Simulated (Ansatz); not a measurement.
**Hf: from a trial structure to a relaxed crystal**

These are results of DFT PBE, scalar-relativistic, plane waves, PAW in Ansatz, not measurements. Cutoff 420 eV, Γ-centred k mesh, Gaussian smearing, no spin polarisation in the final step.

The start puts Hf on the graphite structure type (P6_3/mmc, No. 194), at a guessed volume.

```xyz
4
Lattice="3.4398 0.0000 0.0000 -1.7199 2.9789 0.0000 0.0000 0.0000 9.3685" Properties=species:S:1:pos:R:3 pbc="T T T"
Hf    0.0000    0.0000    2.3421
Hf    0.0000    0.0000    7.0264
Hf    0.0000    1.9860    7.0264
Hf    1.7199    0.9930    2.3421
```

Cell and atoms relax at zero pressure; the relaxation can't lower the symmetry of the start. After a coarse first stage the cell is made exact in the group found at 0.06 Å.

Energies count from the standard state of Hf at the same level.

Problem. What does it relax into?

Solution. It keeps P6_3/mmc (No. 194), but not the shape of the type it started on. Conventional cell: a = 4.997 Å, c = 4.963 Å. Hf on Wyckoff site b (2 atoms of the primitive cell) is coordinated by 2 Hf at 2.48 Å and 3 Hf at 2.89 Å; Hf on Wyckoff site d (2 atoms of the primitive cell) is coordinated by 3 Hf at 2.89 Å.

```cif
data_structure
_symmetry_space_group_name_H-M 'P6_3/mmc'
_symmetry_Int_Tables_number 194
_cell_length_a 4.9974
_cell_length_b 4.9974
_cell_length_c 4.9633
_cell_angle_alpha 90.000
_cell_angle_beta 90.000
_cell_angle_gamma 120.000
_cell_volume 107.34
loop_
_atom_site_label
_atom_site_type_symbol
_atom_site_symmetry_multiplicity
_atom_site_Wyckoff_symbol
_atom_site_fract_x
_atom_site_fract_y
_atom_site_fract_z
_atom_site_occupancy
Hf1 Hf 2 b 0.00000 0.00000 0.25000 1
Hf2 Hf 2 d 0.33333 0.66667 0.75000 1
```

Problem. What are its volume, energy, density and gap?

Solution. The volume per atom is 26.84 Å³ and the density is 11.04 g/cm³. The energy over the standard structure is 1.38 eV/atom and the gap on the 12×12×10 mesh is 0 eV (a metal).

The final run used a 12×12×10 mesh on its 4-atom cell and 0.10 eV smearing. The k mesh leaves about 4 meV/atom of noise in metals. Spin–orbit coupling is left out. Symmetry constrained the relaxation, so the result can be a saddle point. The steps took of the order of 9 core-minutes in all.